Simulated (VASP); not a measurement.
**As in VASP: convergence with ENCUT**

Input of the first run (ENCUT 200 eV); the others differ in this setting and in those tied to it:

Contents of INCAR:

```
SYSTEM = As
PREC = Accurate
ENCUT = 200
EDIFF = 1E-6
ISMEAR = 0
SIGMA = 0.02
LREAL = .False.
LASPH = .True.
NELM = 60
ALGO = Fast
ISIF = 2
LWAVE = .False.
LCHARG = .False.
GGA = PE
```

Contents of KPOINTS:

```
regular mesh
0
Gamma
  7 7 7
  0 0 0
```

Contents of POSCAR:

```
As
1.0
    2.6945570000      0.0523330000     -0.0151870000
    0.0523330000      2.7349350000     -0.0034980000
   -0.0151870000     -0.0034980000      2.6829230000
As
1
Direct
    0.5000870000      0.4995390000      0.5000020000
```

Potentials or basis: VASP PAW PBE potentials, release 64 (As).

Command:

```bash
$ cat potpaw_PBE.64/As/POTCAR > POTCAR
$ mpirun -np 1 vasp_std > vasp.out
```

The cell isn't the ideal one: cell strained at random at fixed volume.

This isn't the form of As at room conditions, which is rhombohedral.

Hardware: 1 thread of AMD EPYC 7R13 Processor (Zen 3), with other jobs on the host.

The values tried are 200 eV, 250 eV, 300 eV, 350 eV, 400 eV, 450 eV, 500 eV, 600 eV, 800 eV, loosest first. From which on does the pressure stay within 0.1 GPa of the tightest run that finished?

From 250 eV on.

```csv
ENCUT,"energy less the tightest run, at zero smearing (meV/atom)",pressure (GPa),SCF cycles,CPU time (s),peak memory (GiB)
200 eV,-0.22,-,10,2.7,0.08
250 eV,0.53,2.68,10,3.3,0.08
300 eV,0.20,2.76,10,4.4,0.09
350 eV,0.15,2.75,10,4,0.09
400 eV,0.16,2.74,10,6.2,0.1
450 eV,0.13,2.75,10,7.5,0.1
500 eV,0.09,2.76,10,7.8,0.11
600 eV,0.04,2.76,10,12,0.12
800 eV,0.00,2.77,10,20,0.16
```

Against the tightest run, the energy stays within 1 meV/atom from 200 eV on. The tightest run that finished is the yardstick and may itself not be fully converged.
